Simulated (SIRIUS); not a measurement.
Runs of SIRIUS 7.10.0 on Ti. It takes space group P6_3/mmc (No. 194, hexagonal). The conventional cell has a = 2.950 Å, b = 2.950 Å, c = 4.680 Å, α = 90.00°, β = 90.00°, γ = 120.00°. Around Ti (site symmetry -6m2) lie 12 Ti at 2.89 to 2.95 Å. 

```csv
level,gap on the mesh (eV),pressure (GPa),relaxed volume (Å³/atom)
PBEsol+D3(BJ),none,-0.1,16.00
PBEsol,none,0.0,(a)
PBEsol+D3,none,-0.1,16.20
PBEsol+D4,none,-0.1,16.65
```

Alike in all rows: task relaxation of cell and atoms; potentials or basis PseudoDojo 0.4.1 PBE standard (scalar relativistic); no spin polarisation; cell relaxed; k mesh 4 × 4 × 3; cutoff (eV) 1152; smearing fermi-dirac 0.05 eV; the mesh is coarse, so values aren't converged.

Problem. Fill in the values left out.

Solution. (a) 16.79.

Caveats: all runs use coarse meshes; the potentials were made for another functional, which shifts forces and pressure; pairwise dispersion overbinds metals, which lowers pressure and volume (some runs).

A gap of «none» marks a metal or a gap under the smearing width.
